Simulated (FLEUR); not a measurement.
## KCl (Sylvite) under changes of volume

One of the cells (31.151 Å³/atom); the others are scaled copies at fixed shape and fractional positions:

```xyz
2
Lattice="0.0000 3.1465 3.1465 3.1465 0.0000 3.1465 3.1465 3.1465 0.0000" Properties=species:S:1:pos:R:3 pbc="T T T"
K     0.0000    0.0000    0.0000
Cl    3.1465    3.1465    3.1465
```

| Property | Result |
| --- | --- |
| Program | FLEUR MaX-R8.1 (patched build s14) |
| Functional | PBE |
| Potentials or basis | all-electron |
| Basis | FLAPW |
| Kmax | 3.8 1/bohr |
| k mesh | 7 × 7 × 7 |
| Occupations | fermi-dirac, width 0.05 eV |
| Spin | no spin polarisation |

| volume (Å³/atom) | energy over the lowest point (meV/atom) | gap on the mesh (eV) |
| --- | --- | --- |
| 29.282 | ? | ? |
| 29.905 | 12.31 | 5.33 |
| 30.528 | 6.81 | 5.26 |
| 31.151 | 3.05 | 5.19 |
| 31.774 | 0.84 | 5.12 |
| 32.397 | 0.00 | 5.06 |
| 33.020 | 0.41 | 4.99 |

Task: What does the run at 29.282 Å³/atom give?

Result: Energy over the lowest point 19.73 meV/atom; gap on the mesh 5.41 eV.

Worked out: A Birch-Murnaghan fit of order 3 (a polynomial in V^(-2/3)) to the other rows has its minimum at 32.49 Å³/atom with B0 = V·E''(V) = 16.3 GPa and B' = 4.9. It gives 19.75 meV/atom at 29.282 Å³/atom, against the run's 19.73. A straight line through the other rows of the gap, of slope -3.42 eV per unit of ln V (its deformation potential), extrapolates to 5.40 eV, against the run's 5.41.

Energies are extrapolated to zero smearing.

Caveats: an odd mesh through Γ misses points on the zone boundary, where band edges often lie (some runs).
